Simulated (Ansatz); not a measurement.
Something may be wrong with this Ansatz 0.2.0 calculation of Sn.

The input input.yaml:

```yaml
crystal:
  lattice:
    - [0.0, 3.2333428, 3.2333428]
    - [3.2333428, 0.0, 3.2333428]
    - [3.2333428, 3.2333428, 0.0]
  atoms:
    - { symbol: Sn, position: [0.75, 0.75, 0.75] }
    - { symbol: Sn, position: [0.5, 0.5, 0.5] }
kpoints:
  mp_grid: { grid: [7, 7, 7] }
  band_path:
    path:
      - [0.0, 0.0, 0.0]
      - [0.5, 0.0, 0.5]
      - [0.5, 0.25, 0.75]
      - [0.375, 0.375, 0.75]
      - [0.0, 0.0, 0.0]
      - [0.5, 0.5, 0.5]
      - [0.625, 0.25, 0.625]
      - [0.5, 0.25, 0.75]
    npoints: 12
scf:
  max_iter: 75
hamiltonian:
  xc: { exchange: pbe, correlation: lda }
  pseudopotentials:
    kind: all_electron
    lapw: { basis_error: 0.001 }
    nuclear_model: point
magnetization:
  spin_polarized: true
  initial_magnetization: 0.0
  spin_locking: { lock_magnetization: hard }
output:
  forces: true
  stress: true
  eigenvalues: true
```

Potentials or basis: all-electron LAPW, point nuclei.

Run with:

```sh
$ ansatz run input.yaml --threads 1 --pin off --max-ram 2560MiB --backend cpu --events-out ev --progress --plain --runs-dir out
```

Output:

```text
Error: YAML parse error: `scf.occupations.method` is required: fixed only where the cell keeps a band gap throughout the run, explicit beside scf.occupations.values (under evaluate: without them), else a smearing such as fermi_dirac (scf.occupations.width is optional; its entry in the input reference gives the default)
```

Task: How did it end, and where is the flaw?

Result: The program refused the input. The input holds a flaw that was put in on purpose: no occupation method (scf.occupations = left out).
